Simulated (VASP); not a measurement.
# In₂O₃: molecular dynamics at constant energy

In₂O₃, R-3c (no. 167), 10 atoms in the cell. PBE, molecular dynamics; PAW potentials In, O (PBE set).

Ensemble: NVE; Starting temperature (K): 1000.

## Input

INCAR:
```
SYSTEM = In2O3
ALGO     = Normal         ! electronic algorithm
EDIFF    = 1E-6           ! SCF threshold, eV
ENCUT    = 400            ! plane-wave cutoff, eV
GGA      = PE             ! functional
IBRION   = 0              ! ionic algorithm
ISIF     = 2              ! what is computed and relaxed
ISMEAR   = 0              ! smearing method
ISYM     = 0            
KPAR     = 2            
LASPH    = .True.         ! aspherical terms in the spheres
LCHARG   = .False.        ! write CHGCAR
LREAL    = Auto         
LWAVE    = .False.        ! write WAVECAR
MDALGO   = 2            
NELM     = 60             ! most SCF steps
NELMIN   = 4            
NSW      = 60             ! ionic steps
POTIM    = 1.0            ! step
PREC     = Normal         ! precision mode
RANDOM_SEED= 402748 0 0   
SIGMA    = 0.05           ! smearing width, eV
SMASS    = -3           
TEBEG    = 1000          
```

KPOINTS:
```
k-points
0
Monkhorst-Pack
  2 2 2
```

POSCAR:
```
In2O3
1.0
    2.7435000000      1.5839604635      4.8366666667
   -2.7435000000      1.5839604635      4.8366666667
    0.0000000000     -3.1679209270      4.8366666667
In O
4 6
Direct
    0.8573100000      0.8573100000      0.8573100000
    0.6426900000      0.6426900000      0.6426900000
    0.1426900000      0.1426900000      0.1426900000
    0.3573100000      0.3573100000      0.3573100000
    0.0480000000      0.7500000000      0.4520000000
    0.7500000000      0.4520000000      0.0480000000
    0.4520000000      0.0480000000      0.7500000000
    0.9520000000      0.2500000000      0.5480000000
    0.2500000000      0.5480000000      0.9520000000
    0.5480000000      0.9520000000      0.2500000000
```

Commands:
```
cat potpaw_PBE.64/In/POTCAR potpaw_PBE.64/O/POTCAR > POTCAR
mpirun -np 2 vasp_std > vasp.out
```

## Result

- Rise of the mean potential energy above the start (meV/atom): 60.6
- Mean temperature (K): 477
- Standard error of the mean temperature (K): 92
- Relative fluctuation of the kinetic energy: 0.425
- Canonical value of that fluctuation: 0.272
- Electronic steps per ionic step after the first: 4.1

Course of the run:

| Time (fs) | Temperature (K) | Potential energy less the first (meV/atom) |
|---|---|---|
| 1 | 997 | 0.0 |
| 6 | 852 | 16.9 |
| 10 | 637 | 41.9 |
| 15 | 447 | 64.1 |
| 19 | 442 | 64.7 |
| 24 | 529 | 54.5 |
| 28 | 543 | 52.9 |
| 33 | 428 | 66.3 |
| 37 | 296 | 81.7 |
| 42 | 206 | 92.2 |
| 46 | 229 | 89.5 |
| 51 | 335 | 77.1 |
| 55 | 427 | 66.4 |
| 60 | 494 | 58.6 |

The mean temperature lies below the starting 1000 K, since the atoms start on their sites and part of their kinetic energy turns into potential energy.

REPORT:
```
MDALGO =   2
               SCALING =       0
                 CNEXP =     9.000   14.000
           RANDOM_SEED =            402748                0                0

   original number of atomic DOF:         27
   number of independent constraints:      0
   number of active DOF:                  27

========================================
         MD step No.       1
========================================

  Atomic velocities initialized by STEP_tb

  >Energies
                    E_tot             E_pot             E_kin               EPS                ES
   e_b>   -0.54369753E+02   -0.55529570E+02    0.11598174E+01    0.00000000E+00    0.00000000E+00

  >Temperature
               T_sim     T_inst
   tmprt>   1000.000    996.966

  >Thermostat:
           s(n+1) sdot(n+1)      s(n)   sdot(n)        Qs
   s_b>   0.00000   0.00000   0.00000   0.00000  -3.00000

           RANDOM_SEED =            402748               60                0

[... steps left out ...]

========================================
         MD step No.      60
========================================

  >Energies
                    E_tot             E_pot             E_kin               EPS                ES
   e_b>   -0.54369071E+02   -0.54943783E+02    0.57471143E+00    0.00000000E+00    0.00000000E+00

  >Temperature
               T_sim     T_inst
   tmprt>   1000.000    494.015

  >Thermostat:
           s(n+1) sdot(n+1)      s(n)   sdot(n)        Qs
   s_b>   0.00000   0.00000   0.00000   0.00000  -3.00000

           RANDOM_SEED =            402748               60                0
```

OSZICAR:
```
N       E                     dE             d eps       ncg     rms          rms(c)
DAV:   1     0.303681592893E+03    0.30368E+03   -0.19845E+04   240   0.117E+03
DAV:   2    -0.413560198267E+02   -0.34504E+03   -0.33644E+03   312   0.283E+02
DAV:   3    -0.657833470865E+02   -0.24427E+02   -0.24202E+02   288   0.869E+01
DAV:   4    -0.661537036113E+02   -0.37036E+00   -0.36866E+00   296   0.111E+01
DAV:   5    -0.661620396139E+02   -0.83360E-02   -0.83314E-02   282   0.157E+00    0.243E+01
DAV:   6    -0.559180487978E+02    0.10244E+02   -0.49644E+01   276   0.362E+01    0.132E+01
DAV:   7    -0.557198113144E+02    0.19824E+00   -0.24803E+00   252   0.817E+00    0.456E+00
DAV:   8    -0.555666205829E+02    0.15319E+00   -0.10328E-01   288   0.227E+00    0.182E+00
DAV:   9    -0.555284495242E+02    0.38171E-01   -0.33597E-02   288   0.127E+00    0.505E-01
DAV:  10    -0.555294795700E+02   -0.10300E-02   -0.26077E-03   296   0.285E-01    0.249E-01
DAV:  11    -0.555295629678E+02   -0.83398E-04   -0.37906E-04   288   0.135E-01    0.911E-02
DAV:  12    -0.555295703497E+02   -0.73820E-05   -0.30753E-05   288   0.338E-02    0.285E-02
[... left out ...]
     58 T=   475. E= -.54369081E+02 F= -.54921708E+02 E0= -.54921708E+02  EK= 0.55263E+00 SP= 0.00E+00 SK= 0.00E+00
     59 T=   486. E= -.54369071E+02 F= -.54934299E+02 E0= -.54934299E+02  EK= 0.56523E+00 SP= 0.00E+00 SK= 0.00E+00
[... last step whole ...]
       N       E                     dE             d eps       ncg     rms          rms(c)
DAV:   1    -0.549437743552E+02   -0.94749E-02   -0.20664E-05   312   0.199E+00    0.539E-03
DAV:   2    -0.549437830982E+02   -0.87430E-05   -0.12740E-04   240   0.826E-02    0.501E-03
DAV:   3    -0.549437827785E+02    0.31968E-06   -0.67024E-07   192   0.672E-03    0.381E-03
DAV:   4    -0.549437825166E+02    0.26183E-06   -0.47017E-07   150   0.556E-03
     60 T=   494. E= -.54369071E+02 F= -.54943783E+02 E0= -.54943783E+02  EK= 0.57471E+00 SP= 0.00E+00 SK= 0.00E+00
```

Limits: 60 fs of 10 atoms are too short for converged averages; the cell is only 4.5 Å across, so each atom moves in step with near copies of itself.

VASP 6.6.1 took 168 s on 2 cores (AMD EPYC 7R13 (Zen 3)), a shared host.
